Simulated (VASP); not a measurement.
**VASP 6.6.1, PBE single-point calculation, BaS (strained zincblende)**

INCAR

```
LWAVE = .FALSE.
EDIFF = 1E-7
NSW = 0
ISMEAR = -1
ISIF = 2
IBRION = -1
SIGMA = 0.02
LASPH = .TRUE.
PREC = Accurate
ENCUT = 520
NBANDS = 15
LREAL = .FALSE.
GGA = PE
LCHARG = .FALSE.
NELM = 120
```

KPOINTS

```
KPOINTS created by Atomic Simulation Environment
0
Gamma
6 6 6
0 0 0
```

KPOINTS_OPT

```
special points
6
Reciprocal
0.0000000000 0.0000000000 0.0000000000 1
-0.5000000000 -0.5000000000 0.0000000000 1
-0.3750000000 -0.3750000000 0.2500000000 1
-0.3750000000 0.0000000000 0.3750000000 1
0.0000000000 0.0000000000 0.5000000000 1
-0.5000000000 -0.2500000000 0.2500000000 1
```

POSCAR

```
Ba S
 1.0000000000000000
     0.0000000000000000    3.6095087121999998    3.6095087121999998
     3.6095087121999998    0.0000000000000000    3.6095087121999998
     3.6095087121999998    3.6095087121999998    0.0000000000000000
 Ba  S
   1   1
Cartesian
  0.0000000000000000  0.0000000000000000  0.0000000000000000
  1.8047543560999997  1.8047543560999997  1.8047543560999997
```

VASP ran with the recommended PBE PAW datasets (16 valence electrons in the cell).

Command

```
mpirun -np 1 vasp_std
```

From OUTCAR

```
k-points           NKPTS =     16   k-points in BZ     NKDIM =     16   number of bands    NBANDS=     15

   NELECT =      16.0000    total number of electrons

   dimension x,y,z NGX =    40 NGY =   40 NGZ =   40
   dimension x,y,z NGXF=    80 NGYF=   80 NGZF=   80

  energy-cutoff  :      520.00
  volume of cell :       94.05
      direct lattice vectors                 reciprocal lattice vectors
     0.000000000  3.609508712  3.609508712    -0.138523007  0.138523007  0.138523007
     3.609508712  0.000000000  3.609508712     0.138523007 -0.138523007  0.138523007
     3.609508712  3.609508712  0.000000000     0.138523007  0.138523007 -0.138523007

 k-points in reciprocal lattice and weights: KPOINTS created by Atomic Simulation Env
   0.00000000  0.00000000  0.00000000       0.005
   0.16666667  0.00000000  0.00000000       0.037
   0.33333333  0.00000000  0.00000000       0.037
   0.50000000  0.00000000  0.00000000       0.019
   0.16666667  0.16666667  0.00000000       0.028
   0.33333333  0.16666667  0.00000000       0.111
   0.50000000  0.16666667  0.00000000       0.111
  -0.33333333  0.16666667  0.00000000       0.111
   ...

 E-fermi :   0.0715

 k-point     1 :       0.0000    0.0000    0.0000
  band No.  band energies     occupation
      1     -26.7925      2.00000
      2     -11.9525      2.00000
      3     -11.9525      2.00000
      4     -11.9525      2.00000
      5     -10.2652      2.00000
      6      -1.0146      2.00000
      7      -1.0146      2.00000
      8      -1.0146      2.00000
      9       2.1803      0.00000
     10       4.4660      0.00000
     11       4.4660      0.00000
     12       6.2135      0.00000
     13       6.2135      0.00000
     14       6.2135      0.00000
     15       9.0525      0.00000

 k-point     2 :       0.1667    0.0000    0.0000
  band No.  band energies     occupation
      1     -26.7902      2.00000
      2     -12.0810      2.00000
      3     -11.9596      2.00000
      4     -11.9596      2.00000
      5     -10.1281      2.00000
      6      -1.0912      2.00000
      7      -0.9564      2.00000
      8      -0.9564      2.00000
      9       2.7239      0.00000
     10       4.3049      0.00000
     11       4.3049      0.00000
     12       5.9109      0.00000
     13       6.4959      0.00000
     14       6.4959      0.00000
     15       7.7727      0.00000

 k-point     3 :       0.3333    0.0000    0.0000
  band No.  band energies     occupation
      1     -26.7854      2.00000
      2     -12.2922      2.00000
      3     -11.9738      2.00000
      4     -11.9738      2.00000
      5      -9.9050      2.00000
      6      -1.0887      2.00000
      7      -0.8478      2.00000
      8      -0.8478      2.00000
      9       3.6173      0.00000
     10       4.3414      0.00000
     11       4.3414      0.00000
     12       5.2783      0.00000
     13       6.2282      0.00000
     14       6.2282      0.00000
     15       6.8772      0.00000

 k-point     4 :       0.5000    0.0000    0.0000
  band No.  band energies     occupation
      1     -26.7830      2.00000
      2     -12.3829      2.00000
      3     -11.9808      2.00000
      4     -11.9808      2.00000
      5      -9.8110      2.00000
      6      -1.0195      2.00000
      7      -0.7982      2.00000
      8      -0.7982      2.00000
      9       3.8525      0.00000
     10       4.6238      0.00000
     11       4.6238      0.00000
     12       4.7820      0.00000
     13       5.6685      0.00000
     14       5.6685      0.00000
     15       7.5932      0.00000

 k-point     5 :       0.1667    0.1667    0.0000
  band No.  band energies     occupation
      1     -26.7894      2.00000
      2     -12.1052      2.00000
      3     -11.9701      2.00000
      4     -11.9701      2.00000
      5     -10.0846      2.00000
      6      -1.1895      2.00000
      7      -0.8939      2.00000
      8      -0.8939      2.00000
      9       2.9133      0.00000
     10       3.8237      0.00000
     11       4.6804      0.00000
     12       6.2926      0.00000
     13       6.2926      0.00000
     14       6.3158      0.00000
     15       8.2690      0.00000

 k-point     6 :       0.3333    0.1667    0.0000
  band No.  band energies     occupation
      1     -26.7854      2.00000
      2     -12.2686      2.00000
      3     -11.9907      2.00000
      4     -11.9859      2.00000
      5      -9.8972      2.00000
      6      -1.2167      2.00000
      7      -0.7969      2.00000
      8      -0.7722      2.00000
      9       3.4710      0.00000
     10       3.8317      0.00000
     11       4.8131      0.00000
     12       5.5594      0.00000
     13       6.0929      0.00000
     14       6.5553      0.00000
     15       7.4546      0.00000

 k-point     7 :       0.5000    0.1667    0.0000
  band No.  band energies     occupation
      1     -26.7823      2.00000
      2     -12.3801      2.00000
      3     -12.0162      2.00000
      4     -11.9913      2.00000
      5      -9.7680      2.00000
      6      -1.0588      2.00000
      7      -0.7872      2.00000
      8      -0.7179      2.00000
      9       3.4741      0.00000
     10       4.1441      0.00000
     11       4.7361      0.00000
     12       5.3978      0.00000
     13       5.7923      0.00000
     14       6.3734      0.00000
     15       7.6466      0.00000

 k-point     8 :      -0.3333    0.1667    0.0000
  band No.  band energies     occupation
      1     -26.7831      2.00000
      2     -12.3520      2.00000
      3     -12.0207      2.00000
      4     -11.9809      2.00000
      5      -9.7988      2.00000
      6      -1.0215      2.00000
      7      -0.8308      2.00000
      8      -0.7772      2.00000
      9       3.5923      0.00000
     10       4.1582      0.00000
     11       4.4550      0.00000
     12       5.3156      0.00000
     13       6.1936      0.00000
     14       6.4065      0.00000
     15       7.3797      0.00000

 k-point     9 :      -0.1667    0.1667    0.0000
  band No.  band energies     occupation
      1     -26.7870      2.00000
      2     -12.2105      2.00000
      3     -11.9927      2.00000
      4     -11.9651      2.00000
      5      -9.9694      2.00000
      6      -1.1294      2.00000
      7      -0.8946      2.00000
      8      -0.8551      2.00000
      9       3.3760      0.00000
     10       3.9848      0.00000
     11       4.4192      0.00000
     12       5.5630      0.00000
     13       6.3339      0.00000
     14       6.7787      0.00000
     15       7.4537      0.00000

 k-point    10 :       0.3333    0.3333    0.0000
  band No.  band energies     occupation
      1     -26.7831      2.00000
      2     -12.3445      2.00000
      3     -12.0051      2.00000
      4     -12.0051      2.00000
      5      -9.7948      2.00000
      6      -1.3652      2.00000
      7      -0.6229      2.00000
      8      -0.6229      2.00000
      9       3.0611      0.00000
     10       4.2710      0.00000
     11       5.2216      0.00000
     12       5.7734      0.00000
     13       5.9400      0.00000
     14       5.9400      0.00000
     15       8.5944      0.00000

 k-point    11 :       0.5000    0.3333    0.0000
  band No.  band energies     occupation
      1     -26.7807      2.00000
      2     -12.4120      2.00000
      3     -12.0352      2.00000
      4     -12.0121      2.00000
      5      -9.6994      2.00000
      6      -1.2844      2.00000
      7      -0.5831      2.00000
      8      -0.5530      2.00000
      9       3.0062      0.00000
     10       4.0231      0.00000
     11       5.0886      0.00000
     12       5.8985      0.00000
     13       5.9946      0.00000
     14       6.5786      0.00000
     15       8.3067      0.00000

 k-point    12 :      -0.3333    0.3333    0.0000
  band No.  band energies     occupation
      1     -26.7807      2.00000
      2     -12.4018      2.00000
      3     -12.0607      2.00000
      4     -12.0001      2.00000
      5      -9.6967      2.00000
      6      -1.0590      2.00000
      7      -0.7418      2.00000
      8      -0.6315      2.00000
      9       3.0446      0.00000
     10       4.2101      0.00000
     11       4.4486      0.00000
     12       6.0095      0.00000
     13       6.3202      0.00000
     14       6.8242      0.00000
     15       7.8043      0.00000

 k-point    13 :       0.5000    0.5000    0.0000
  band No.  band energies     occupation
      1     -26.7799      2.00000
      2     -12.4441      2.00000
      3     -12.0224      2.00000
      4     -12.0224      2.00000
      5      -9.6728      2.00000
      6      -1.3999      2.00000
      7      -0.4683      2.00000
      8      -0.4683      2.00000
      9       2.9523      0.00000
     10       3.9837      0.00000
     11       5.5857      0.00000
     12       5.5857      0.00000
     13       5.5965      0.00000
     14       7.4560      0.00000
     15       7.7551      0.00000

 ...

  Total       -0.8841738     -0.8841738     -0.8841738      0.0000000     -0.0000000     -0.0000000
  in kB      -15.0616981    -15.0616981    -15.0616981      0.0000000     -0.0000000     -0.0000000
  external PRESSURE =     -15.0616981 kB  Pullay stress =       0.0000000 kB

 POSITION                                       TOTAL-FORCE (eV/Angst)
 -----------------------------------------------------------------------------------
      0.00000      0.00000      0.00000        -0.000000     -0.000000     -0.000000
      1.80475      1.80475      1.80475         0.000000      0.000000      0.000000
 -----------------------------------------------------------------------------------
    total drift:                                0.000000      0.000000      0.000000

  FREE ENERGIE OF THE ION-ELECTRON SYSTEM (eV)
  ---------------------------------------------------
  free  energy   TOTEN  =        -9.7076833776 eV

  energy  without entropy=       -9.7076833776  energy(sigma->0) =       -9.70768338
```

| Quantity | Value |
| --- | --- |
| gap between bands v and c | 2.64 eV |
| least direct gap | 3.19 eV |
| pressure | -1.5 GPa |

Band v is the last that the valence electrons fill when counted band by band, and c is the next.

The run took about 46 s on one core of a shared host (Intel Xeon Platinum 8488C) and held 0.25 GiB at most.
